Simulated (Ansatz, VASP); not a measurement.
# CdTe: VASP beside Ansatz

Contents of INCAR:

```
SYSTEM = CdTe
PREC = Accurate
ENCUT = 520
EDIFF = 1E-6
ISMEAR = 0
SIGMA = 0.05
LREAL = .FALSE.
LASPH = .TRUE.
NELM = 80
ALGO = Normal
ISIF = 2
LWAVE = .FALSE.
LCHARG = .FALSE.
GGA = RE
IVDW = 13
NBANDS = 16
```

File KPOINTS:

```
Automatic mesh
0
G
  6 6 6
  0 0 0
```

POSCAR

```
CdTe
1.0
    0.0000000000      3.0293221714      3.0293221714
    3.0293221714      0.0000000000      3.0293221714
    3.0293221714      3.0293221714      0.0000000000
Cd Te
1 1
Direct
    0.5000000000      0.5000000000      0.5000000000
    0.0000000000      0.0000000000      0.0000000000
```

Input for Ansatz:

```yaml
crystal:
  lattice:
    - [0.0, 3.0293221714, 3.0293221714]
    - [3.0293221714, 0.0, 3.0293221714]
    - [3.0293221714, 3.0293221714, 0.0]
  atoms:
    - { symbol: Cd, position: [0.5, 0.5, 0.5] }
    - { symbol: Te, position: [0.0, 0.0, 0.0] }
basis:
  ecutwfc: 420
  ecutrho_ratio: 4
kpoints:
  mp_grid: { grid: [6, 6, 6] }
hamiltonian:
  xc: revpbe
  dispersion: d4
scf:
  occupations: { method: gaussian, width: 0.05 }
output:
  forces: true
  stress: true
  eigenvalues: true
```

Alike in both runs: task single point; functional revPBE; dispersion D4; k mesh 6 × 6 × 6; occupations gaussian, width 0.05 eV; no spin polarisation.

```csv
,VASP,Ansatz
version,VASP 6.6.1,Ansatz 0.2.0
potentials or method,"VASP PAW PBE potentials, release 64 (Cd, Te)","scalar-relativistic, plane waves, PAW"
plane-wave cutoff (eV),520,420
valence electrons in the cell,18,36
```

|  | VASP | Ansatz | Ansatz less VASP |
| --- | --- | --- | --- |
| gap on the k mesh at the Fermi level (eV) | none | none | - |
| pressure (GPa) | -0.8 | -1.0 | -0.17 |
| dispersion energy (meV/atom) | -729.5 | -729.7 | -0.20 |

A gap of «none» marks a metal or a gap that the smearing closes. The two sets of potentials don't hold the same shells in valence.

Caveats: the PAW data sets were made with another functional, which shifts forces and pressure a little (VASP); pairwise dispersion overbinds metals, which lowers pressure and volume. Spin-orbit coupling is left out, which matters for the levels of Te.
